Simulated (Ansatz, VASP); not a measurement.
One calculation of Ge, two programs

```
Ge
1.0
     3.90579    0.00000    0.00000
     1.95289    3.38251    0.00000
     1.95289    1.12750    3.18906
Ge
2
Direct
  0.00000 0.00000 0.00000
  0.25000 0.25000 0.25000
```

Alike in both runs: functional PBE; k mesh 6 × 6 × 6; no spin polarisation.

Ansatz relaxed the structure, and its values are those at the end. VASP's run is a single point on that final structure, the one shown.

|  | VASP | Ansatz |
| --- | --- | --- |
| version | VASP 6.6.1 | Ansatz 0.2.0 |
| potentials or method | VASP PAW PBE potentials, release 64 (Ge_d) | plane waves, PAW |
| plane-wave cutoff (eV) | 520 | 435 |
| occupations | gaussian, width 0.01 eV | fixed |
| valence electrons in the cell | 28 | 28 |

|  | VASP | Ansatz | Ansatz less VASP |
| --- | --- | --- | --- |
| pressure (GPa) | 9.9 | 10.0 | +0.05 |
